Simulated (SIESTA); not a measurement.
**ZnCu2SnS4 under changes of volume**

One of the cells (20.425 Å³/atom); the others are scaled copies at fixed shape and fractional positions:

```
Sn Zn Cu S
1.0
    -2.73509    2.73509    5.46073
     2.73509   -2.73509    5.46073
     2.73509    2.73509   -5.46073
Sn Zn Cu S
1 1 2 4
Direct
  0.50000 0.50000 0.00000
  0.25000 0.75000 0.50000
  0.75000 0.25000 0.50000
  0.00000 0.00000 0.00000
  0.62799 0.62839 0.51280
  0.88481 0.37201 0.00040
  0.11559 0.11519 0.48720
  0.37161 0.88441 0.99960
```

```yaml
Program: SIESTA 5.4.2
Functional: PBE
Potentials_or_basis: PseudoDojo 0.4 standard (PBE files)
Basis: DZP (energy shift 0.003 Ry; two zetas on semicore shells)
Grid_cutoff: 800 Ry
Energy_shift: 0.003 Ry
k_mesh: 7 × 7 × 7
Occupations: fermi-dirac, width 0.05 eV
Spin: no spin polarisation
```

```tsv
volume (Å³/atom)	energy over the lowest point (meV/atom)	pressure (GPa)	gap on the mesh (eV)	largest force (eV/Å)
18.823	?	?	?	?
19.224	31.94	6.8	0.74	0.901
19.624	17.46	4.8	0.64	0.807
20.425	1.99	1.5	0.46	0.650
20.826	0.00	0.1	0.38	0.580
21.226	1.36	-1.2	0.30	0.516
```

What does the run at 18.823 Å³/atom give?

Energy over the lowest point 51.67 meV/atom; pressure 9.1 GPa; gap on the mesh 0.84 eV; largest force 1.003 eV/Å.

Worked out: A Birch-Murnaghan fit of order 3 (a polynomial in V^(-2/3)) to the other rows has its minimum at 20.86 Å³/atom with B0 = V·E''(V) = 68 GPa and B' = 5.0 at fixed shape and positions, which overstates the stiffness. It gives 51.70 meV/atom at 18.823 Å³/atom, against the run's 51.67, and -dE/dV = 9.0 GPa, against 9.1. A straight line through the other rows of the gap, of slope -4.43 eV per unit of ln V (its deformation potential), extrapolates to 0.83 eV, against the run's 0.84.

Energies are extrapolated to zero smearing.

Caveats: short orbitals over semicore shells can move pressures by several GPa; the valence orbitals were made in a potential fitted to the semicore shell under them, which widens gaps by tenths of an eV or more; spin-orbit coupling is left out, which moves the levels of the heavy elements; an odd mesh through Γ misses points on the zone boundary, where band edges often lie; the basis of atomic orbitals isn't converged, which shifts pressures, moduli and gaps; forces of over 1 eV/Å show positions far from the minimum, so gaps and moduli don't describe the material at rest (some runs).
